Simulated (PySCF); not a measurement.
An unknown gives this computed stick spectrum. The calculation used TDDFT wB97X-D/def2-SVPD, vertical, gas phase, core orbitals frozen in the response in PySCF 2.14.0, density-fitted response routines. Geometries: PBE0-D3(BJ)/def2-SVP, one conformer each. Relativistic effects are left out although some hold elements past zinc.

| state | E (eV) | f |
| --- | --- | --- |
| S1 | 6.66 | 0.0060 |
| S2 | 6.80 | 0.011 |
| S3 | 7.16 | 0.0034 |
| S4 | 7.37 | 0.046 |
| S5 | 7.44 | 0.0011 |
| S6 | 7.55 | 0.070 |
| S7 | 7.81 | 0.0009 |
| S8 | 7.83 | 0.116 |
| S9 | 8.05 | 0.135 |
| S10 | 8.26 | 0.0056 |
| S11 | 8.27 | 0.037 |
| S12 | 8.59 | 0.028 |
| S13 | 8.76 | 0.0052 |
| S14 | 8.83 | 0.015 |
| S15 | 9.12 | 0.231 |

Task: Which candidate is it?
A. `C[C](=O)[GeH2][Cl]`
B. `c1(O)ccccc1`
C. `CC[O][Al]([Cl])[Cl]`

Result: C. Its S1, at 6.66 eV, is the highest among the candidates; the nearest of the others has S1 at 5.20 eV. S1 is HOMO→LUMO (74%), HOMO-1→LUMO (14%). Löwdin shares by element: HOMO oxygen 47%, carbon 17% or more, hydrogen 10% or more, chlorine 7% or more (atoms not listed hold the other 19%); LUMO aluminium 59%, chlorine 27%, oxygen 8%. At the same level the other candidates give, for their lowest levels:
- `C[C](=O)[GeH2][Cl]`: 3.71 eV (f 0.001); 6.09 eV (f 0.018); 6.78 eV (f 0.036); 7.16 eV (f 0.009); 7.24 eV (f 0.018); T1 3.13 eV; HOMO -9.15, LUMO 0.31 eV
- `Oc1ccccc1`: 5.20 eV (f 0.033); 6.02 eV (f 0.036); 6.44 eV (f 0.000); 7.01 eV (f 0.635); 7.04 eV (f 0.453); T1 4.14 eV; HOMO -8.33, LUMO 1.40 eV
Triplets come from the Tamm–Dancoff approximation.
